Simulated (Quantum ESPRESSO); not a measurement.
# Sr (Fm-3m) in Quantum ESPRESSO: single point with LDA

Aim: the single point of Sr with LDA.

Program: Quantum ESPRESSO 7.5. These are calculated values, not measurements. Logs are shortened: lines on timing, memory, paths and dates and some standing lists are left out, and cuts for length are marked.

## (1) The cell of the first run

It takes space group Fm-3m (No. 225, cubic). Conventional cell: a = 5.918 Å, b = 5.918 Å, c = 5.918 Å, α = 90.00°, β = 90.00°, γ = 90.00°. Sr (site symmetry m-3m) is surrounded by 12 Sr at 4.18 Å.

## (2) Single point, LDA (volume scaled by 0.92)

File scf.in:

```
&CONTROL
  calculation = 'scf'
  prefix = 'pwscf'
  outdir = './tmp'
  pseudo_dir = './pseudo'
/
&SYSTEM
  ibrav = 0
  nat = 1
  ntyp = 1
  ecutwfc = 68
  nbnd = 10
  occupations = 'smearing'
  smearing = 'fd'
  degauss = 0.00367493
  force_symmorphic = .true.
/
&ELECTRONS
  conv_thr = 2d-10
  electron_maxstep = 120
  mixing_beta = 0.5
/
ATOMIC_SPECIES
Sr    87.6200 Sr.upf
CELL_PARAMETERS angstrom
   0.0000000000    2.9589556154    2.9589556154
   2.9589556154    0.0000000000    2.9589556154
   2.9589556154    2.9589556154    0.0000000000
ATOMIC_POSITIONS crystal
Sr     0.0000000000    0.0000000000    0.0000000000
K_POINTS automatic
6 6 6 0 0 0
```

File nscf.in:

```
&CONTROL
  calculation = 'nscf'
  prefix = 'pwscf'
  outdir = './tmp'
  pseudo_dir = './pseudo'
/
&SYSTEM
  ibrav = 0
  nat = 1
  ntyp = 1
  ecutwfc = 68
  nbnd = 85
  occupations = 'smearing'
  smearing = 'fd'
  degauss = 0.00367493
  force_symmorphic = .true.
/
&ELECTRONS
  conv_thr = 1d-08
  diago_full_acc = .true.
  diago_thr_init = 1d-06
/
ATOMIC_SPECIES
Sr    87.6200 Sr.upf
CELL_PARAMETERS angstrom
   0.0000000000    2.9589556154    2.9589556154
   2.9589556154    0.0000000000    2.9589556154
   2.9589556154    2.9589556154    0.0000000000
ATOMIC_POSITIONS crystal
Sr     0.0000000000    0.0000000000    0.0000000000
K_POINTS automatic
6 6 6 0 0 0
```

Potentials or basis: PseudoDojo 0.4.1 SR LDA standard.

Started as:

```bash
OMP_NUM_THREADS=1 pw.x -in scf.in > scf.out
OMP_NUM_THREADS=1 pw.x -in nscf.in > nscf.out
```

scf.out:

```text
This program is part of the open-source Quantum ESPRESSO suite
     for quantum simulation of materials; please cite
[... 9 lines left out ...]
     --------------------
     sticks:   dense  smooth     PW     G-vecs:    dense   smooth      PW
     Sum        1159    1159    349                26469    26469    4279

     Using Slab Decomposition

     bravais-lattice index     =            0
     lattice parameter (alat)  =       7.9077  a.u.
     unit-cell volume          =     349.6568 (a.u.)^3
     number of atoms/cell      =            1
     number of atomic types    =            1
     number of electrons       =        10.00
     number of Kohn-Sham states=           10
     kinetic-energy cutoff     =      68.0000  Ry
     charge density cutoff     =     272.0000  Ry
     scf convergence threshold =      2.0E-10
     mixing beta               =       0.5000
     number of iterations used =            8  plain     mixing
     Exchange-correlation= SLA  PW   NOGX NOGC
                           (   1   4   0   0   0   0   0)

     celldm(1)=   7.907739  celldm(2)=   0.000000  celldm(3)=   0.000000
     celldm(4)=   0.000000  celldm(5)=   0.000000  celldm(6)=   0.000000

     crystal axes: (cart. coord. in units of alat)
               a(1) = (   0.000000   0.707107   0.707107 )
               a(2) = (   0.707107   0.000000   0.707107 )
               a(3) = (   0.707107   0.707107   0.000000 )

     reciprocal axes: (cart. coord. in units 2 pi/alat)
               b(1) = ( -0.707107  0.707107  0.707107 )
               b(2) = (  0.707107 -0.707107  0.707107 )
               b(3) = (  0.707107  0.707107 -0.707107 )

     PseudoPot. # 1 for Sr read from file:
     Sr.upf
     Pseudo is Norm-conserving + core correction, Zval = 10.0
     Generated using ONCVPSP code by D. R. Hamann
     Using radial grid of 1812 points,  6 beta functions with:
                l(1) =   0
                l(2) =   0
                l(3) =   1
                l(4) =   1
                l(5) =   2
                l(6) =   2

     atomic species   valence    mass     pseudopotential
     Sr               10.00    87.62000     Sr( 1.00)

     48 Sym. Ops., with inversion, found

   Cartesian axes

     site n.     atom                  positions (alat units)
         1        Sr     tau(   1) = (   0.0000000   0.0000000   0.0000000  )

     number of k points=    16  Fermi-Dirac smearing, width (Ry)=  0.0037
                       cart. coord. in units 2pi/alat
        k(    1) = (   0.0000000   0.0000000   0.0000000), wk =   0.0092593
        k(    2) = (   0.1178511   0.1178511  -0.1178511), wk =   0.0740741
        k(    3) = (   0.2357023   0.2357023  -0.2357023), wk =   0.0740741
        k(    4) = (  -0.3535534  -0.3535534   0.3535534), wk =   0.0370370
        k(    5) = (   0.2357023   0.0000000  -0.0000000), wk =   0.0555556
        k(    6) = (   0.3535534   0.1178511  -0.1178511), wk =   0.2222222
        k(    7) = (  -0.2357023  -0.4714045   0.4714045), wk =   0.2222222
        k(    8) = (  -0.1178511  -0.3535534   0.3535534), wk =   0.2222222
        k(    9) = (   0.0000000  -0.2357023   0.2357023), wk =   0.1111111
        k(   10) = (   0.4714045   0.0000000  -0.0000000), wk =   0.0555556
        k(   11) = (  -0.1178511  -0.5892557   0.5892557), wk =   0.2222222
        k(   12) = (  -0.0000000  -0.4714045   0.4714045), wk =   0.1111111
        k(   13) = (  -0.7071068   0.0000000   0.0000000), wk =   0.0277778
        k(   14) = (  -0.2357023  -0.4714045   0.7071068), wk =   0.2222222
        k(   15) = (  -0.1178511  -0.3535534   0.5892557), wk =   0.2222222
        k(   16) = (  -0.7071068   0.2357023   0.0000000), wk =   0.1111111

     Dense  grid:    26469 G-vectors     FFT dimensions: (  45,  45,  45)

     Initial potential from superposition of free atoms

     starting charge       9.9929, renormalised to      10.0000
     Starting wfcs are    5 randomized atomic wfcs +    5 random wfcs

     Self-consistent Calculation

     iteration #  1     ecut=    68.00 Ry     beta= 0.50
     Davidson diagonalization with overlap
     ethr =  1.00E-02,  avg # of iterations =  7.9

     Threshold (ethr) on eigenvalues was too large:
     Diagonalizing with lowered threshold

     Davidson diagonalization with overlap
     ethr =  8.92E-06,  avg # of iterations = 10.4

     total energy              =     -68.53819546 Ry
     estimated scf accuracy    <       0.00076768 Ry

     iteration #  2     ecut=    68.00 Ry     beta= 0.50
     Davidson diagonalization with overlap
     ethr =  7.68E-06,  avg # of iterations =  1.0

     total energy              =     -68.53824906 Ry
     estimated scf accuracy    <       0.00017754 Ry

     iteration #  3     ecut=    68.00 Ry     beta= 0.50
     Davidson diagonalization with overlap
     ethr =  1.78E-06,  avg # of iterations =  1.1

     total energy              =     -68.53825397 Ry
     estimated scf accuracy    <       0.00000238 Ry

     iteration #  4     ecut=    68.00 Ry     beta= 0.50
     Davidson diagonalization with overlap
     ethr =  2.38E-08,  avg # of iterations =  2.4

     total energy              =     -68.53825457 Ry
     estimated scf accuracy    <       0.00000005 Ry

     iteration #  5     ecut=    68.00 Ry     beta= 0.50
     Davidson diagonalization with overlap
     ethr =  4.77E-10,  avg # of iterations =  2.6

     total energy              =     -68.53825458 Ry
     estimated scf accuracy    <       0.00000001 Ry

     iteration #  6     ecut=    68.00 Ry     beta= 0.50
     Davidson diagonalization with overlap
     ethr =  1.44E-10,  avg # of iterations =  2.0

     total energy              =     -68.53825458 Ry
     estimated scf accuracy    <          2.4E-10 Ry

     iteration #  7     ecut=    68.00 Ry     beta= 0.50
     Davidson diagonalization with overlap
     ethr =  2.42E-12,  avg # of iterations =  2.2

     End of self-consistent calculation

          k = 0.0000 0.0000 0.0000 (  3287 PWs)   bands (ev):

   -31.0710 -12.9647 -12.9647 -12.9647   1.5836   7.6695   7.6695   7.6695
     9.2261   9.2261

          k = 0.1179 0.1179-0.1179 (  3329 PWs)   bands (ev):

   -31.0663 -13.0285 -12.9732 -12.9732   2.0481   7.0723   7.8365   7.8365
     9.0427   9.0427

          k = 0.2357 0.2357-0.2357 (  3305 PWs)   bands (ev):

   -31.0569 -13.1527 -12.9900 -12.9900   3.2216   6.1312   7.6953   7.6953
     9.5979   9.5979

          k =-0.3536-0.3536 0.3536 (  3316 PWs)   bands (ev):

   -31.0521 -13.2131 -12.9984 -12.9984   4.1409   5.5384   7.5114   7.5114
    10.3485  10.3485

          k = 0.2357 0.0000-0.0000 (  3315 PWs)   bands (ev):

   -31.0647 -13.0266 -12.9874 -12.9874   2.2014   6.9309   7.9917   7.9917
     8.2517   9.4660

          k = 0.3536 0.1179-0.1179 (  3312 PWs)   bands (ev):

   -31.0569 -13.1174 -13.0079 -13.0070   3.1522   6.2813   7.3033   8.1302
     8.8677   9.8966

          k =-0.2357-0.4714 0.4714 (  3309 PWs)   bands (ev):

   -31.0506 -13.1878 -13.0353 -13.0126   4.3936   5.5682   6.9578   7.9010
    10.0128  10.3947

          k =-0.1179-0.3536 0.3536 (  3316 PWs)   bands (ev):

   -31.0522 -13.1685 -13.0434 -12.9986   4.0245   5.8863   6.9277   7.9186
     9.4040  10.5831

          k = 0.0000-0.2357 0.2357 (  3325 PWs)   bands (ev):

   -31.0600 -13.0884 -13.0135 -12.9788   2.7645   6.5803   7.4518   8.2978
     8.3727   9.7432

          k = 0.4714 0.0000-0.0000 (  3315 PWs)   bands (ev):

   -31.0522 -13.1431 -13.0324 -13.0324   3.7106   5.9626   6.8403   9.0095
     9.0095  10.0233

          k =-0.1179-0.5893 0.5893 (  3314 PWs)   bands (ev):

   -31.0475 -13.1734 -13.0704 -13.0408   4.6382   5.7016   6.4354   9.0037
     9.7867  10.5052

          k =-0.0000-0.4714 0.4714 (  3298 PWs)   bands (ev):

   -31.0475 -13.1321 -13.1305 -13.0239   5.1751   5.6189   6.1661   8.4948
     9.4965   9.7852

          k =-0.7071 0.0000 0.0000 (  3306 PWs)   bands (ev):

   -31.0459 -13.1981 -13.0547 -13.0547   4.6185   5.5952   6.5578  10.3576
    10.6765  10.8797

          k =-0.2357-0.4714 0.7071 (  3317 PWs)   bands (ev):

   -31.0506 -13.1500 -13.0653 -13.0199   4.1859   6.0200   6.4775   8.4126
     9.2233  10.6332

          k =-0.1179-0.3536 0.5893 (  3308 PWs)   bands (ev):

   -31.0475 -13.1573 -13.0953 -13.0339   5.3168   5.3881   6.3245   8.0922
     9.6884  10.7777

          k =-0.7071 0.2357 0.0000 (  3306 PWs)   bands (ev):

   -31.0459 -13.1627 -13.0910 -13.0567   5.1211   5.7804   6.2481   8.1733
    10.6810  10.9046

     the Fermi energy is     5.3522 ev

!    total energy              =     -68.53825458 Ry
     estimated scf accuracy    <          7.4E-12 Ry
     smearing contrib. (-TS)   =      -0.00120567 Ry
     internal energy E=F+TS    =     -68.53704892 Ry

     The total energy is F=E-TS. E is the sum of the following terms:
     one-electron contribution =     -24.45481460 Ry
     hartree contribution      =      13.46107781 Ry
     xc contribution           =     -16.54566228 Ry
     ewald contribution        =     -40.99764985 Ry

     convergence has been achieved in   7 iterations

=------------------------------------------------------------------------------=
   JOB DONE.
=------------------------------------------------------------------------------=
```

It took 22 s on 1 thread of Intel Xeon 6975P-C (Granite Rapids), shared host; peak memory 0.06 GiB.

What came out:

```yaml
Band_gap_on_the_k_mesh_mean-field_level: 0.07 eV, direct
```
